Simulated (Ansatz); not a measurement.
Starting structure of a cell relaxation (symmetry kept):

```
B N
1.0
     2.50510   -0.00262   -0.00810
    -1.24752    2.17237    0.00779
    -0.63855   -1.07965    3.30367
B N
1 1
Direct
  0.99085 0.99118 0.99342
  0.65730 0.32470 0.99339
```

The calculation used DFT PBE+D3(BJ), scalar-relativistic, plane waves, PAW (Ansatz).

Settings: cutoff 420 eV, Γ-centred mesh 12×12×12 on the computed 2-atom cell, Gaussian smearing of 0.02 eV; no spin polarisation.

Question: What does it relax to?

Answer: The volume drops by 0.03 Å³/atom to 8.95 Å³/atom, and the energy falls by 2.0 meV/atom. Final structure:
Space group Cm (No. 8). a = 4.341 Å, b = 2.506 Å, c = 3.606 Å, α = 90.00°, β = 114.07°, γ = 90.00°
| atom | site | symmetry | x | y | z |
| --- | --- | --- | --- | --- | --- |
| B | 2a | m | 0.0086 | 0.0000 | 0.0061 |
| N | 2a | m | 0.1755 | 0.5000 | 0.0070 |

This form isn't the usual stable structure of the compound.